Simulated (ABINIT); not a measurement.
An input for ABINIT 10.8.3 (NaF (Villiaumite)):

```
acell 3*1.0 Angstrom
rprim 
  0.000000000000 2.310000000000 2.310000000000
  2.310000000000 0.000000000000 2.310000000000
  2.310000000000 2.310000000000 0.000000000000
ntypat 2
znucl 11 9
natom 2
typat 1 2
xred 
  0.000000000000 0.000000000000 0.000000000000
  0.500000000000 0.500000000000 0.500000000000
pp_dirpath "pseudos"
pseudos "Na.upf, F.upf"
ecut 38
ngkpt 6 6 6
nshiftk 1
shiftk 0 0 0
kptopt 1
chksymbreak 0
istwfk *1
occopt 1
irdwfk 1
optdriver 3
nband 100
ecuteps 8
inclvkb 2
awtr 1
symchi 1
indata_prefix "in"
outdata_prefix "out"
tmpdata_prefix "tmp"
```

The database entry behind the starting cell differs from later determinations by our own check (0.1 to 0.3 % short, probably kX units), so it need not match the best structure at ambient conditions.

```sh
OMP_NUM_THREADS=1 mpirun -n 4 abinit run.abi > log
```

Q: Estimate wall time and host memory on 4 MPI ranks of Intel Xeon Platinum 8259CL at 2.50GHz (Skylake/Cascade Lake), shared host.

It took 91 s; on shared hardware allow 46 s to 3 min. Peak host memory was 0.92 GiB.

[Paths, hosts, dates, memory and timing lines, banners, echoed tables and standing remarks are left out of the program output.]

[Logs are printed without paths, hosts, clocks, repeated set-up lines and the standing remarks that a program may print on its own settings, such as how far it seeks lower states.]

[Runs of the session that timed out or met a known fault of the program may be left out.]

[Hosts, paths, dates, database ids (printed as entryN), source tags and the programs' standing remarks are cut or masked in the printed files.]

[G0W0 gaps are taken among the corrected bands and points alone; a level outside them can change the order at an edge.]

[Where Ansatz stands beside ABINIT at settings called matched, ABINIT's density can come from a denser mesh and the files from another edition; pairs whose starting gaps differed by over 0.03 eV were left out, so agreement reads better than it is.]
